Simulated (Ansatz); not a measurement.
Clean, relaxed (001) surface of Si$_{2}$Mo, space group I4/mmm (No. 139) (top face towards +c; atoms held fixed, by place in the list: 1, 2, 3):

```yaml
crystal:
  lattice:
    - [3.19007, 0.00000, 0.00000]
    - [0.00000, 3.19007, 0.00000]
    - [0.00000, 0.00000, 23.49082]
  atoms:
    - { symbol: Si, position: [0.00000, 0.00000, 0.36184] }
    - { symbol: Mo, position: [0.50000, 0.50000, 0.41676] }
    - { symbol: Si, position: [0.00000, 0.00000, 0.47168] }
    - { symbol: Si, position: [0.50000, 0.50000, 0.52523] }
    - { symbol: Mo, position: [0.00000, 0.00000, 0.58079] }
    - { symbol: Si, position: [0.50000, 0.50000, 0.63164] }
```

Method: Ansatz, DFT PBEsol, scalar-relativistic, plane waves, PAW. Settings: cutoff 420 eV, Γ-centred mesh 9×9×1 on the computed 6-atom cell, Gaussian smearing of 0.10 eV; no spin polarisation. The cell repeats along c with a dipole correction in the vacuum.

The adsorption energy is E(slab + adsorbate) − E(slab) − E(free adsorbate, spin-polarised where open-shell). Heights count from the highest slab atom after relaxation. Δp counts per cell along +c. With the adsorbate the cell is lengthened along c to keep the vacuum.

An adsorbate (one adsorbate per 10.2 Å²) relaxed from the hollow (over Mo) at (0.00, 0.00) site binds with -5.01 eV, its anchoring atom 1.34 Å over the highest slab atom; the slab's dipole changes by -0.044 e·Å and the work function by +0.75 eV.

(1) Which adsorbate is it? It is a single non-metal or semimetal atom.

Each end is the local minimum or symmetric point that its start leads to. The slab is only 6.5 Å thick, so the energies aren't converged with thickness.

The adsorbed runs have no spin polarisation, so weakly bound open-shell ends lie too high.

Results:

(1) Si (atom). Other answers can fit too; this one was computed.